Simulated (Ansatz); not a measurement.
ZnO (zincite):

```
Zn O
1.0
     3.24931    0.00000    0.00000
    -1.62465    2.81398    0.00000
     0.00000    0.00000    5.20571
Zn O
2 2
Direct
  0.66667 0.33333 0.00000
  0.33333 0.66667 0.50000
  0.33333 0.66667 0.87901
  0.66667 0.33333 0.37901
```

Base run:

* Program: Ansatz 0.2.0
* Functional: revPBE
* Potentials or basis: Ansatz PAW
* Cutoff: 420 eV
* Density cutoff: 1680 eV
* k mesh: 9 × 9 × 5
* Occupations: fermi-dirac, width 0.05 eV
* Spin: no spin polarisation

Its results: band gap on the k mesh 0.88 eV, direct; pressure 8.3 GPa; largest force 0.075 eV/Å.

Question: The run is repeated on the same cell with these changes: functional from revPBE to r2SCAN; cutoff from 420 eV to 500 eV; density cutoff from 1680 eV to 2000 eV. What comes out?

Answer: Band gap on the k mesh 1.23 eV, direct; pressure -1.1 GPa; largest force 0.070 eV/Å.

r2SCAN gives the wider gap, since meta-GGAs in the generalised Kohn-Sham scheme recover part of the derivative discontinuity.

Caveats: the PAW data sets come from PBE, with cores solved anew for the run's functional, which leaves a small shift of forces and pressure; the potentials were made for another functional, which shifts forces and pressure (some runs).

Not every run made on this cell is shown here.
